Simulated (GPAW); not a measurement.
Input of a GPAW 26.7.0 run:

File run.py:

```python
from ase import Atoms
from ase.dft.bandgap import bandgap
from ase.io import write
from ase.parallel import parprint
from gpaw import GPAW, PW

atoms = Atoms(['Si', 'Si', 'Si', 'Si', 'Si', 'Si', 'Si', 'Si'],
              cell=[[-3.327825, 3.327825, 3.327825],
                    [3.327825, -3.327825, 3.327825],
                    [3.327825, 3.327825, -3.327825]],
              scaled_positions=[[0.703114, 0.703114, 0.703114],
                                [0.5, 0.0, 0.796886],
                                [0.0, 0.796886, 0.5],
                                [0.796886, 0.5, 0.0],
                                [0.296886, 0.296886, 0.296886],
                                [0.5, 0.0, 0.203114],
                                [0.0, 0.203114, 0.5],
                                [0.203114, 0.5, 0.0]],
              pbc=True)

calc = GPAW(mode=PW(600),
            xc='TB09',
            kpts={'size': (6, 6, 6), 'gamma': True},
            occupations={'name': 'fermi-dirac', 'width': 0.05},
            nbands=32,
            convergence={'density': 1e-05, 'energy': 1e-05},
            eigensolver='cg',
            maxiter=150,
            txt='gpaw.txt')
atoms.calc = calc
energy = atoms.get_potential_energy()
calc.write('gs.gpw')
write('result.traj', atoms)
parprint('Fermi level:', round(calc.get_fermi_level(), 4), 'eV')
parprint(f'Gap: {bandgap(calc)[0]:.4f} eV, direct: {bandgap(calc, direct=True)[0]:.4f} eV')
```

Potentials or basis: GPAW PAW data sets for LDA (gpaw-data 1.2.1), pw.

Launch:

```console
$ OMP_NUM_THREADS=1 mpirun -n 4 gpaw python run.py
```

(1) Predict the band gap on the k mesh.

## Answers

(1) none (metal or under the smearing width).

Caveat: a model potential gives levels but no total energy.
